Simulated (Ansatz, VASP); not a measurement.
## Two plane-wave programs on PbSe

The input POSCAR:

```
PbSe
1.0
    0.0000000000      3.0461007800      3.0461007800
    3.0461007800      0.0000000000      3.0461007800
    3.0461007800      3.0461007800      0.0000000000
Pb Se
1 1
Direct
    0.0000000000      0.0000000000      0.0000000000
    0.5000000000      0.5000000000      0.5000000000
```

INCAR.step1

```
SYSTEM = PbSe
PREC = Accurate
ENCUT = 520
ISMEAR = -1
SIGMA = 0.1418
LREAL = .False.
LASPH = .True.
NELM = 100
NBANDS = 17
GGA = PE
ALGO = Normal
EDIFF = 1E-4
LWAVE = .True.
LCHARG = .False.
```

File INCAR.step2:

```
SYSTEM = PbSe
PREC = Accurate
ENCUT = 520
EDIFF = 1E-7
ISMEAR = -1
SIGMA = 0.1418
LREAL = .False.
LASPH = .True.
NELM = 100
ALGO = Normal
ISIF = 2
LWAVE = .False.
LCHARG = .False.
METAGGA = R2SCAN
LMIXTAU = .True.
NBANDS = 17
ISTART = 1
```

KPOINTS

```
regular mesh
0
Gamma
  10 10 10
  0 0 0
```

Input for Ansatz:

```yaml
crystal:
  lattice:
    - [0.0, 3.04610078, 3.04610078]
    - [3.04610078, 0.0, 3.04610078]
    - [3.04610078, 3.04610078, 0.0]
  atoms:
    - { symbol: Pb, position: [0.0, 0.0, 0.0] }
    - { symbol: Se, position: [0.5, 0.5, 0.5] }
  symmetry: { tolerance: 0.0003 }
kpoints:
  mp_grid: { grid: [10, 10, 10], shift: [0, 0, 0] }
  band_path:
    path:
      - [0.0, 0.0, 0.0]
      - [0.5, 0.0, 0.5]
      - [0.625, 0.25, 0.625]
      - [0.375, 0.375, 0.75]
      - [0.0, 0.0, 0.0]
      - [0.5, 0.5, 0.5]
      - [0.5, 0.25, 0.75]
      - [0.5, 0.0, 0.5]
    npoints: 8
magnetization:
  spin_polarized: false
scf:
  occupations: { method: fermi_dirac, width: 0.1418 }
  lower_state_search: "off"
  max_iter: 200
hamiltonian:
  pseudopotentials: { kind: paw }
  xc: r2scan
basis:
  ecutwfc: 500
  fft_grid_basis: typed
output:
  forces: true
  stress: true
  eigenvalues: true
  bader: true
  populations: true
  elf: true
  write_potential: true
  volumetric_format: npy
  dos:
    e_range: [-12, 8]
    de: 0.05
    projected: { site_lists: { Pb: [Pb], Se: [Se] } }
checkpoint:
  read: saved_state
```

Alike in both runs: task single point; functional r2SCAN; k mesh 10 × 10 × 10; occupations fermi-dirac, width 0.1418 eV; no spin polarisation.

|  | VASP | Ansatz |
| --- | --- | --- |
| version | VASP 6.6.1 | Ansatz 0.2.0 |
| potentials or method | VASP PAW PBE potentials, release 64 (Pb_d, Se) | PAW plane waves |
| plane-wave cutoff (eV) | 520 | 500 |
| valence electrons in the cell | 20 | 30 |

|  | VASP | Ansatz | Ansatz less VASP |
| --- | --- | --- | --- |
| pressure (GPa) | 2.4 | 2.4 | -0.01 |

The two sets of potentials don't hold the same shells in valence.

Caveats: the PAW data sets were made with another functional, which shifts forces and pressure a little (VASP); spin-orbit coupling is left out, which as a rule narrows the gap of such compounds by several tenths of an eV. A k mesh can miss the band edges.
